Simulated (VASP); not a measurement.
Runs of VASP 6.6.1 on Sb. All rows change the cell; the cell of one of them follows. The structure is tetragonal, space group I4/mmm (No. 139). Conventional cell: a = 3.058 Å, b = 3.058 Å, c = 5.505 Å, α = 90.00°, β = 90.00°, γ = 90.00°. Sb (site symmetry 4/mmm) is surrounded by 12 Sb at 3.06 to 3.50 Å. This isn't the form of Sb at room conditions, which is rhombohedral.

```csv
cell,further INCAR settings,gap on the mesh (eV),pressure (GPa)
"strain -0.030 along x and y, +0.015 along z, atoms carried along",ALGO = Fast; EDIFF = 1e-06; NBANDS = 8,none,2.7
"strain +0.030 along x and y, +0.000 along z, atoms carried along",ALGO = Fast; EDIFF = 1e-06; NBANDS = 8,none,-4.6
"strain -0.030 along x and y, -0.030 along z, atoms carried along",ALGO = Fast; EDIFF = 1e-07; NBANDS = 8,none,(a)
"strain +0.030 along x and y, -0.030 along z, atoms carried along",ALGO = Fast; EDIFF = 1e-06; NBANDS = 8,none,-3.3
```

Alike in all rows: task single point; level PBEsol; potentials or basis VASP PAW PBE potentials, release 64 (Sb); no spin polarisation; k mesh 22 × 22 × 22; cutoff (eV) 520; smearing gaussian 0.15 eV.

Estimate the missing entries.

(a) 5.8.

Caveats: the PAW data sets were made with another functional, which shifts forces and pressure a little.

A k mesh can miss the band edges, and the runs leave out spin-orbit coupling on Sb.

A gap of «none» marks a metal or a gap under the smearing width.
